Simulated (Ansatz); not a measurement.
**Searching the electronic states of Ni**

Wanted: the lowest electronic state of Ni in this cell. One SCF may end in a higher state, so several starts are tried. System: Ni, its experimental structure (space group Fm-3m, primitive cell doubled); the cell holds 2 atoms. Source: COD entry 9013033; the sample's temperature and pressure aren't taken into account.

The COD cell was measured well above room temperature, so it is larger than a cold one.

Computed with Ansatz 0.2.0 (DFT PBE, PAW, plane waves, scalar-relativistic, unless a step's input says otherwise).

## (1) The structure to begin with

Symmetry: Fm-3m, No. 225, cubic system. Conventional cell: a = 3.603 Å, b = 3.603 Å, c = 3.603 Å, α = 90.00°, β = 90.00°, γ = 90.00°. Ni (site symmetry m-3m) is surrounded by 12 Ni at 2.55 Å.

As a file:

```cif
data_structure
_symmetry_space_group_name_H-M 'Fm-3m'
_symmetry_Int_Tables_number 225
_cell_length_a 3.6030
_cell_length_b 3.6030
_cell_length_c 3.6030
_cell_angle_alpha 90.000
_cell_angle_beta 90.000
_cell_angle_gamma 90.000
_cell_volume 46.77
loop_
_atom_site_label
_atom_site_type_symbol
_atom_site_symmetry_multiplicity
_atom_site_Wyckoff_symbol
_atom_site_fract_x
_atom_site_fract_y
_atom_site_fract_z
_atom_site_occupancy
Ni1 Ni 4 a 0.00000 0.00000 0.00000 1
```

Labels such as Ni2 number the atoms in the order of the input file.

Planned first: parallel moments, plain SCF; opposed moments +-, plain SCF; no spin polarisation; spin on, no moments given (the program may seed its own), plain SCF. Further starts follow from what these give.

A plain SCF has the search for lower states switched off and ends at the first converged state. 

Moments by site are taken inside atomic spheres; the rest lies between them.

## (2) Parallel moments, plain SCF

The input, input.yaml:

```yaml
crystal:
  lattice:
    - [0.0, 3.603, 3.603]
    - [1.8015, 0.0, 1.8015]
    - [1.8015, 1.8015, 0.0]
  atoms:
    - { symbol: Ni, position: [0.0, 0.0, 0.0], spin: 2.0 }
    - { symbol: Ni, position: [0.5, 0.0, 0.0], spin: 2.0 }
magnetization:
  spin_polarized: true
hamiltonian:
  xc: pbe
  pseudopotentials: { kind: paw }
basis:
  ecutwfc: 420
kpoints:
  mp_grid: { grid: [7, 14, 14] }
scf:
  occupations: { method: gaussian, width: 0.05 }
  lower_state_search: "off"
output:
  forces: true
  stress: true
```

Standard output, shortened:

```text
[...]
Pseudopotentials: kind: paw
Pseudopotential: Ni, paw, valence charge 18, recommended cutoff 420 eV (normal), Ni.paw.azcp
Functional definition: PBE
[...]
Crystal: 2 atoms, lattice volume = 23.386 Å³
Basis set: ecut = 420 eV, 487 PW (Γ), exchange–correlation on 72×36×36 points (8 copies of the dense FFT grid, shifted against one another)
Bands: 24, of which v1, the nominal top of the filled ones, is band 18 counted from 1 (17 counted from 0)
Symmetry: 24 space group operations
Space group: Fm-3m (ITA 225), of the structure as read, at distance tolerance 2.9e-5 Å
Magnetic group: BNS 225.116 (UNI 1618), of the structure as read, at distance tolerance 2.9e-5 Å
k-points: 144 of 1372
[...]
Starting moments: Σ|m| = 4 μB on 2 of 2 sites
[...]
SCF iter   1: F=—  HF=-11678.848433 eV  |F-HF|=—  |Δ(HF+E_count)|=         —  Δρ=1.26e-1 (↑1.02e-1 ↓1.26e-1)  dr2=7.38e-2  dr2_m=2.77e0  M=1.927 μB ∫|m|=2.135 μB  β_m=0.30  ethr=2.05e-4  ⟨swp⟩=1.0  Hψ=35063  notcnv=0
[...]
spin-set hold released at iteration 1 (the charge has settled, or the pull on large starting moments outlasts its swing): the magnetisation degrees of freedom join the quasi-Newton model from the next iteration; the mixer history was flushed
[...]
SCF iter  10: F=-11679.374128 eV  HF=-11679.374128 eV  |F-HF|=6.55e-10  |Δ(HF+E_count)|=   6.00e-8  Δρ=4.59e-6 (↑4.59e-6 ↓2.36e-6)  dr2=1.11e-9  dr2_m=2.39e-9  M=1.411 μB ∫|m|=1.623 μB  ethr=2.71e-12  ⟨swp⟩=3.4  Hψ=19036  notcnv=0
[...]
SCF converged after 10 iterations
Magnetization: 1.4108 μB (18.7054 up, 17.2946 down)
Absolute magnetization: 1.6251 μB (∫|ρ↑−ρ↓|, with the PAW one-centre terms)
Spin contamination: 0.0192 ħ² per cell (⟨S²⟩ above its minimum at these occupations)
Per-site moments (μB) at R_I (Å): [(0.7500244996380934, 1.0509286147037415), (0.7500244996380934, 1.0509286147037415)]
Free energy (F): -11679.374128 eV
[...]
E sigma→0 (E₀):  -11679.371867 eV
Entropy (-TS):   -0.004523 eV (-2.261 meV/atom)
Fermi energy:    16.616222 eV
[...]
--- Forces (eV/Å), atoms counted from 1 ---
  atom   1  Ni     0.00000000     0.00000000    -0.00000000
  atom   2  Ni     0.00000000    -0.00000000    -0.00000000
[...]
--- Stress (GPa, compression-positive) ---
      -11.575613       0.000010       0.000010
        0.000010     -11.575613      -0.000010
        0.000010      -0.000010     -11.575613
  P = ⅓ Tr σ = -11.5756 GPa (-115.756 kbar)
```

Run time: 5.9 s. Hardware: 2 threads of an Arm CPU, shared host; peak memory 0.36 GiB.

The state reached is ferromagnetic, site moments Ni1 0.75, Ni2 0.75 μB, total 1.41 μB per cell, no gap on the k-mesh.

## (3) Opposed moments +-, plain SCF

input.yaml: that of step 2 with these lines changed.

```diff
@@ -7,3 +7,3 @@
     - { symbol: Ni, position: [0.0, 0.0, 0.0], spin: 2.0 }
-    - { symbol: Ni, position: [0.5, 0.0, 0.0], spin: 2.0 }
+    - { symbol: Ni, position: [0.5, 0.0, 0.0], spin: -2.0 }
 magnetization:
```

Standard output, shortened:

```text
[... 11 lines as in an earlier run ...]
Symmetry: 12 space group operations
Space group: R-3m (ITA 166), of the structure as read, at distance tolerance 2.9e-5 Å
Magnetic group: BNS 166.102 (UNI 1332), of the structure as read, at distance tolerance 2.9e-5 Å
[... 5 lines as in an earlier run ...]
Starting moments: Σ|m| = 4 μB on 2 of 2 sites
Starting magnetic order: antiferromagnet; a translation exchanges its spin sublattices: spin-degenerate at every k-point
[... 2 lines as in an earlier run ...]
spin-down is spin-up translated by (0.5, 0, 0): one eigenproblem is solved per k-point and the antiferromagnetic symmetry of the starting moments is kept exactly by this SCF (crystal.symmetry.spin_inversion_symmetry: false solves both channels; [...]
SCF converged after 13 iterations
Magnetization: 0.0000 μB (18.0000 up, 18.0000 down)
Absolute magnetization: 0.7687 μB (∫|ρ↑−ρ↓|, with the PAW one-centre terms)
Spin contamination: 0.3545 ħ² per cell (⟨S²⟩ above its minimum at these occupations)
Per-site moments (μB) at R_I (Å): [(0.3741930510351349, 1.0509286147037415), (-0.3741930510351349, 1.0509286147037415)]
Free energy (F): -11679.262169 eV
[...]
E sigma→0 (E₀):  -11679.258199 eV
Entropy (-TS):   -0.007942 eV (-3.971 meV/atom)
Fermi energy:    16.403082 eV
[...]
--- Forces (eV/Å), atoms counted from 1 ---
  atom   1  Ni    -0.00000000     0.00000000     0.00000000
  atom   2  Ni     0.00000000     0.00000000     0.00000000
[...]
--- Stress (GPa, compression-positive) ---
      -12.437184      -0.354307      -0.354307
       -0.354307     -12.437184       0.354307
       -0.354307       0.354307     -12.437184
  P = ⅓ Tr σ = -12.4372 GPa (-124.372 kbar)
```

Run time: 4.3 s. Hardware: 2 threads of an Arm CPU, shared host; peak memory 0.35 GiB.

End: antiferromagnetic (magnetic neighbours of Ni1 with a moment over 0.3 of its own that point the other way: 6 of 12 at 2.55 Å, 6 of 6 at 3.60 Å), site moments Ni1 0.37, Ni2 -0.37 μB, total 0.00 μB per cell, no gap on the k-mesh. Against step 2, the lowest until now, it is 56.0 meV/atom higher.

## (4) No spin polarisation

input.yaml: that of step 3 with these lines changed.

```diff
@@ -6,6 +6,4 @@
   atoms:
-    - { symbol: Ni, position: [0.0, 0.0, 0.0], spin: 2.0 }
-    - { symbol: Ni, position: [0.5, 0.0, 0.0], spin: -2.0 }
-magnetization:
-  spin_polarized: true
+    - { symbol: Ni, position: [0.0, 0.0, 0.0] }
+    - { symbol: Ni, position: [0.5, 0.0, 0.0] }
 hamiltonian:
```

Standard output, shortened:

```text
[... 10 lines as in an earlier run ...]
Bands: 22, of which v1, the nominal top of the filled ones, is band 18 counted from 1 (17 counted from 0)
[... 6 lines as in an earlier run ...]
[...]
[... 2 lines as in an earlier run ...]
SCF iter   1: F=—  HF=-11679.246253 eV  |F-HF|=—  |Δ(HF+E_count)|=         —  Δρ=6.34e-3  dr2=2.91e-3  ethr=1.77e-3  ⟨swp⟩=5.1  Hψ=11836  notcnv=0
[...]
SCF iter   6: F=-11679.245840 eV  HF=-11679.245841 eV  |F-HF|=3.37e-8  |Δ(HF+E_count)|=   5.37e-9  Δρ=2.74e-5  dr2=3.32e-8  ethr=7.43e-11  ⟨swp⟩=2.5  Hψ=12007  notcnv=0
[...]
SCF converged after 6 iterations
Free energy (F): -11679.245840 eV
[...]
E sigma→0 (E₀):  -11679.239143 eV
Entropy (-TS):   -0.013396 eV (-6.698 meV/atom)
Fermi energy:    16.358896 eV
[...]
--- Forces (eV/Å), atoms counted from 1 ---
  atom   1  Ni     0.00000000    -0.00000000     0.00000000
  atom   2  Ni     0.00000000     0.00000000     0.00000000
[...]
--- Stress (GPa, compression-positive) ---
      -13.118415       0.000693       0.000693
        0.000693     -13.118415      -0.000693
        0.000693      -0.000693     -13.118415
  P = ⅓ Tr σ = -13.1184 GPa (-131.184 kbar)
```

Wall time 2 s (2 threads of an Arm CPU, shared host); peak memory 0.32 GiB.

Result: non-magnetic (no spin polarisation), no gap on the k-mesh. It lies 64.1 meV/atom above the lowest state so far (step 2).

## (5) Spin on, no moments given (the program may seed its own), plain SCF

input.yaml: that of step 4 with these lines changed.

```diff
@@ -21 +21,3 @@
   stress: true
+magnetization:
+  spin_polarized: true
```

Standard output, shortened:

```text
band count auto-derived: 24 (N_el = 36.0; filled up to band 18; 22 by the electrons, moments and atoms)
[... 20 lines as in an earlier run ...]
[...]
SCF iter   1: F=—  HF=-11677.982129 eV  |F-HF|=—  |Δ(HF+E_count)|=         —  Δρ=1.79e-1 (↑1.79e-1 ↓1.68e-1)  dr2=1.93e-2  dr2_m=6.43e0  M=2.592 μB ∫|m|=2.592 μB  ethr=8.50e-4  ⟨swp⟩=1.3  Hψ=17640  notcnv=0
[...]
SCF iter  10: F=-11679.374128 eV  HF=-11679.374128 eV  |F-HF|=4.11e-10  |Δ(HF+E_count)|=   2.46e-8  Δρ=6.85e-6 (↑3.46e-6 ↓6.85e-6)  dr2=1.74e-9  dr2_m=5.48e-9  M=1.411 μB ∫|m|=1.623 μB  ethr=1.10e-11  ⟨swp⟩=1.7  Hψ=20804  notcnv=0
[...]
SCF converged after 10 iterations
Magnetization: 1.4108 μB (18.7054 up, 17.2946 down)
Absolute magnetization: 1.6250 μB (∫|ρ↑−ρ↓|, with the PAW one-centre terms)
Spin contamination: 0.0192 ħ² per cell (⟨S²⟩ above its minimum at these occupations)
Per-site moments (μB) at R_I (Å): [(0.7499832964649199, 1.0509286147037415), (0.7499832964649199, 1.0509286147037415)]
Free energy (F): -11679.374128 eV
[...]
E sigma→0 (E₀):  -11679.371867 eV
Entropy (-TS):   -0.004523 eV (-2.262 meV/atom)
Fermi energy:    16.616195 eV
[... 24 lines left out: energy terms, forces, stress ...]
```

Run time: 6.6 s. Hardware: 2 threads of an Arm CPU, shared host; peak memory 0.36 GiB.

The run ends in the same state as step 2 (ferromagnetic); it took 10 iterations.

## (6) Parallel moments scaled by 0.03, plain SCF

input.yaml: that of step 5 with these lines changed.

```diff
@@ -6,4 +6,6 @@
   atoms:
-    - { symbol: Ni, position: [0.0, 0.0, 0.0] }
-    - { symbol: Ni, position: [0.5, 0.0, 0.0] }
+    - { symbol: Ni, position: [0.0, 0.0, 0.0], spin: 0.06 }
+    - { symbol: Ni, position: [0.5, 0.0, 0.0], spin: 0.06 }
+magnetization:
+  spin_polarized: true
 hamiltonian:
@@ -21,3 +23 @@
   stress: true
-magnetization:
-  spin_polarized: true
```

Standard output, shortened:

```text
[... 10 lines as in an earlier run ...]
Bands: 23, of which v1, the nominal top of the filled ones, is band 18 counted from 1 (17 counted from 0)
[... 8 lines as in an earlier run ...]
Starting moments: Σ|m| = 0.12 μB on 2 of 2 sites
[... 2 lines as in an earlier run ...]
[...]
SCF iter   1: F=—  HF=-11679.278408 eV  |F-HF|=—  |Δ(HF+E_count)|=         —  Δρ=4.07e-2 (↑4.07e-2 ↓1.50e-2)  dr2=3.07e-1  dr2_m=5.24e-2  M=0.305 μB ∫|m|=0.307 μB  β_m=1.00  ethr=8.54e-4  ⟨swp⟩=1.0  Hψ=33547  notcnv=0
[...]
spin-set hold released at iteration 6 (site moments contracting): the magnetisation degrees of freedom join the quasi-Newton model from the next iteration; the mixer history was flushed
[...]
SCF iter  15: F=-11679.374128 eV  HF=-11679.374128 eV  |F-HF|=6.11e-10  |Δ(HF+E_count)|=   5.46e-7  Δρ=5.14e-6 (↑1.53e-6 ↓5.14e-6)  dr2=1.74e-9  dr2_m=2.33e-9  M=1.411 μB ∫|m|=1.623 μB  ethr=1.00e-12  ⟨swp⟩=3.9  Hψ=21752  notcnv=0
[...]
SCF converged after 15 iterations
Magnetization: 1.4108 μB (18.7054 up, 17.2946 down)
Absolute magnetization: 1.6250 μB (∫|ρ↑−ρ↓|, with the PAW one-centre terms)
Spin contamination: 0.0192 ħ² per cell (⟨S²⟩ above its minimum at these occupations)
Per-site moments (μB) at R_I (Å): [(0.7500034761768455, 1.0509286147037415), (0.7500034761768455, 1.0509286147037415)]
Free energy (F): -11679.374128 eV
[...]
E sigma→0 (E₀):  -11679.371867 eV
Entropy (-TS):   -0.004523 eV (-2.261 meV/atom)
Fermi energy:    16.616214 eV
[... 24 lines left out: energy terms, forces, stress ...]
```

It took 8.6 s on 2 threads of an Arm CPU, shared host; peak memory 0.34 GiB.

The run ends in the same state as step 2 (ferromagnetic); it took 15 iterations.

## (7) Moments ++ scaled by 0.65, plain SCF

input.yaml: that of step 6 with these lines changed.

```diff
@@ -6,4 +6,4 @@
   atoms:
-    - { symbol: Ni, position: [0.0, 0.0, 0.0], spin: 0.06 }
-    - { symbol: Ni, position: [0.5, 0.0, 0.0], spin: 0.06 }
+    - { symbol: Ni, position: [0.0, 0.0, 0.0], spin: 1.3 }
+    - { symbol: Ni, position: [0.5, 0.0, 0.0], spin: 1.3 }
 magnetization:
```

Standard output, shortened:

```text
[... 19 lines as in an earlier run ...]
Starting moments: Σ|m| = 2.6 μB on 2 of 2 sites
[... 2 lines as in an earlier run ...]
[...]
SCF iter   1: F=—  HF=-11679.237447 eV  |F-HF|=—  |Δ(HF+E_count)|=         —  Δρ=6.53e-2 (↑3.07e-2 ↓6.53e-2)  dr2=1.92e-1  dr2_m=4.60e-1  M=1.559 μB ∫|m|=1.679 μB  β_m=0.30  ethr=5.35e-4  ⟨swp⟩=1.0  Hψ=34999  notcnv=0
[...]
spin-set hold released at iteration 6 (site moments contracting): the magnetisation degrees of freedom join the quasi-Newton model from the next iteration; the mixer history was flushed
[...]
SCF iter  13: F=-11679.374128 eV  HF=-11679.374128 eV  |F-HF|=1.82e-9  |Δ(HF+E_count)|=   6.68e-9  Δρ=3.09e-6 (↑3.09e-6 ↓2.76e-6)  dr2=2.54e-9  dr2_m=5.86e-10  M=1.411 μB ∫|m|=1.623 μB  ethr=6.58e-11  ⟨swp⟩=2.2  Hψ=21780  notcnv=0
[...]
SCF converged after 13 iterations
an eigenvalue changed by more than its tolerance at an iteration that met the thresholds in force, so the SCF went on 1 time: the last check found none over its tolerance
Magnetization: 1.4108 μB (18.7054 up, 17.2946 down)
Absolute magnetization: 1.6250 μB (∫|ρ↑−ρ↓|, with the PAW one-centre terms)
Spin contamination: 0.0192 ħ² per cell (⟨S²⟩ above its minimum at these occupations)
Per-site moments (μB) at R_I (Å): [(0.7499963822473593, 1.0509286147037415), (0.7499963822473593, 1.0509286147037415)]
Free energy (F): -11679.374128 eV
[...]
E sigma→0 (E₀):  -11679.371867 eV
Entropy (-TS):   -0.004523 eV (-2.261 meV/atom)
Fermi energy:    16.616155 eV
[... 24 lines left out: energy terms, forces, stress ...]
```

It took 8.3 s on 2 threads of an Arm CPU, shared host; peak memory 0.35 GiB.

Nothing new: the 13 iterations lead to the state found in step 2 (ferromagnetic).

## (8) A moment on one site alone, plain SCF

input.yaml: that of step 7 with these lines changed.

```diff
@@ -6,4 +6,4 @@
   atoms:
-    - { symbol: Ni, position: [0.0, 0.0, 0.0], spin: 1.3 }
-    - { symbol: Ni, position: [0.5, 0.0, 0.0], spin: 1.3 }
+    - { symbol: Ni, position: [0.0, 0.0, 0.0], spin: 2.0 }
+    - { symbol: Ni, position: [0.5, 0.0, 0.0] }
 magnetization:
```

Standard output, shortened:

```text
[... 13 lines as in an earlier run ...]
Magnetic group: BNS 166.97 (UNI 1327), of the structure as read, at distance tolerance 2.9e-5 Å
[... 5 lines as in an earlier run ...]
Starting moments: Σ|m| = 2 μB on 1 of 2 sites
[... 2 lines as in an earlier run ...]
SCF iter   1: F=—  HF=-11679.216123 eV  |F-HF|=—  |Δ(HF+E_count)|=         —  Δρ=1.08e-1 (↑1.08e-1 ↓4.28e-2)  dr2=3.97e0  dr2_m=5.04e-1  M=1.474 μB ∫|m|=1.587 μB  β_m=0.30  ethr=3.10e-3  ⟨swp⟩=5.3  Hψ=24659  notcnv=0
[...]
spin-set hold released at iteration 5 (the charge has settled, or the pull on large starting moments outlasts its swing): the magnetisation degrees of freedom join the quasi-Newton model from the next iteration; the mixer history was flushed
[...]
SCF iter  23: F=-11679.374128 eV  HF=-11679.374128 eV  |F-HF|=7.14e-9  |Δ(HF+E_count)|=   1.10e-8  Δρ=6.04e-6 (↑4.27e-6 ↓6.04e-6)  dr2=8.00e-9  dr2_m=3.14e-9  M=1.411 μB ∫|m|=1.623 μB  ethr=2.78e-10  ⟨swp⟩=2.2  Hψ=19776  notcnv=0
[...]
SCF converged after 23 iterations
Magnetization: 1.4108 μB (18.7054 up, 17.2946 down)
Absolute magnetization: 1.6251 μB (∫|ρ↑−ρ↓|, with the PAW one-centre terms)
Spin contamination: 0.0192 ħ² per cell (⟨S²⟩ above its minimum at these occupations)
Per-site moments (μB) at R_I (Å): [(0.7500324163258372, 1.0509286147037415), (0.7500126047718041, 1.0509286147037415)]
Free energy (F): -11679.374128 eV
[...]
E sigma→0 (E₀):  -11679.371867 eV
Entropy (-TS):   -0.004523 eV (-2.261 meV/atom)
Fermi energy:    16.616209 eV
[... 24 lines left out: energy terms, forces, stress ...]
```

Wall time 10 s (2 threads of an Arm CPU, shared host); peak memory 0.37 GiB.

The run ends in the same state as step 2 (ferromagnetic); it took 23 iterations.

## (9) Parallel moments, spin not held back in the first iterations, no switch to direct minimisation

input.yaml: that of step 8 with these lines changed.

```diff
@@ -7,3 +7,3 @@
     - { symbol: Ni, position: [0.0, 0.0, 0.0], spin: 2.0 }
-    - { symbol: Ni, position: [0.5, 0.0, 0.0] }
+    - { symbol: Ni, position: [0.5, 0.0, 0.0], spin: 2.0 }
 magnetization:
@@ -20,2 +20,4 @@
   lower_state_search: "off"
+  algorithm: density_mixing
+  mixing: { spin_hold: "off" }
 output:
```

Standard output, shortened:

```text
[... 19 lines as in an earlier run ...]
Starting moments: Σ|m| = 4 μB on 2 of 2 sites
[... 2 lines as in an earlier run ...]
[...]
SCF iter   1: F=—  HF=-11678.780055 eV  |F-HF|=—  |Δ(HF+E_count)|=         —  Δρ=1.23e-1 (↑9.79e-2 ↓1.23e-1)  dr2=8.39e-2  dr2_m=2.58e0  M=1.924 μB ∫|m|=2.062 μB  β_m=0.30  ethr=2.33e-4  ⟨swp⟩=1.0  Hψ=35037  notcnv=0
[...]
SCF iter  11: F=-11679.374128 eV  HF=-11679.374128 eV  |F-HF|=1.35e-10  |Δ(HF+E_count)|=   7.49e-9  Δρ=2.05e-6 (↑1.29e-6 ↓2.05e-6)  dr2=2.37e-10  dr2_m=3.58e-10  M=1.411 μB ∫|m|=1.623 μB  ethr=2.37e-12  ⟨swp⟩=1.6  Hψ=20260  notcnv=0
[...]
SCF converged after 11 iterations
Magnetization: 1.4108 μB (18.7054 up, 17.2946 down)
Absolute magnetization: 1.6250 μB (∫|ρ↑−ρ↓|, with the PAW one-centre terms)
Spin contamination: 0.0192 ħ² per cell (⟨S²⟩ above its minimum at these occupations)
Per-site moments (μB) at R_I (Å): [(0.7500101642390077, 1.0509286147037415), (0.7500101642390077, 1.0509286147037415)]
Free energy (F): -11679.374128 eV
[...]
E sigma→0 (E₀):  -11679.371867 eV
Entropy (-TS):   -0.004523 eV (-2.261 meV/atom)
Fermi energy:    16.616195 eV
[... 24 lines left out: energy terms, forces, stress ...]
```

Wall time 6.5 s (2 threads of an Arm CPU, shared host); peak memory 0.35 GiB.

The run ends in the same state as step 2 (ferromagnetic); it took 11 iterations.

## (10) All ends together

```csv
step,iterations,state,moments of Ni1 Ni2 (μB),total (μB),gap (eV),pressure (GPa),above lowest (meV/atom)
2,10,1,0.75 0.75,1.41,none,-11.6,0.0
3,13,2,0.37 -0.37,0.00,none,-12.4,56.0
4,6,3,0.00 0.00,0.00,none,-13.1,64.1
5,10,1,0.75 0.75,1.41,none,-11.6,0.0
6,15,1,0.75 0.75,1.41,none,-11.6,0.0
7,13,1,0.75 0.75,1.41,none,-11.6,0.0
8,23,1,0.75 0.75,1.41,none,-11.6,0.0
9,11,1,0.75 0.75,1.41,none,-11.6,0.0
```

States are numbered from the lowest. Starts by step: 2 parallel moments, plain SCF; 3 opposed moments +-, plain SCF; 4 no spin polarisation; 5 spin on, no moments given (the program may seed its own), plain SCF; 6 parallel moments scaled by 0.03, plain SCF; 7 moments ++ scaled by 0.65, plain SCF; 8 a moment on one site alone, plain SCF; 9 parallel moments, spin not held back in the first iterations, no switch to direct minimisation.

The 8 runs of this session took 52 s in all, from 2 s to 10 s each.

Decimal logarithm of the largest residual (eV) by iteration, counted through all cycles of a run (7 of the 8 runs):

```csv
iteration,step 2,step 3,step 4,step 5,step 6,step 7,step 9
1,0.4,0.5,-2.5,0.8,-0.5,-0.3,0.4
2,0.3,0.3,-3.2,-0.4,-1.2,-0.6,0.2
3,-1.1,-0.1,-5.2,-0.7,-1.0,-0.9,-0.7
4,-1.4,-1.4,-6.4,-0.3,-1.2,-1.2,-1.4
5,-1.9,-1.8,-7.6,-2.8,-2.0,-1.5,-2.1
6,-2.9,-2.4,-7.5,-3.0,-2.4,-1.7,-3.1
7,-4.5,-3.4,-,-3.3,-2.2,-1.9,-4.9
9,-6.6,-5.7,-,-7.4,-1.9,-3.9,-6.7
10,-8.6,-6.1,-,-8.3,-1.9,-4.2,-7.4
11,-,-6.9,-,-,-3.4,-6.2,-9.4
12,-,-8.7,-,-,-3.3,-7.6,-
14,-,-,-,-,-5.9,-,-
15,-,-,-,-,-8.6,-,-
```

## (11) Summary of results

| quantity | value |
| --- | --- |
| distinct states | 3 from 8 converged runs |
| lowest state from plain starts | ferromagnetic |
| its moments | Ni1 0.75, Ni2 0.75 μB |
| total moment | 1.41 μB per cell |
| gap on the k-mesh | none |
| pressure | -11.6 GPa |
| largest force | 0.000 eV/Å |
| next state | antiferromagnetic, 56.0 meV/atom higher |
| highest state | non-magnetic (no spin polarisation), 64.1 meV/atom higher |

What this shows: 8 runs converged, to 3 different states. Switching spin polarisation off costs 64.1 meV/atom in free energy, smearing entropy included. The best antiferromagnetic state lies 56.0 meV/atom above the best ferromagnetic one. A lower state than any found can't be excluded.
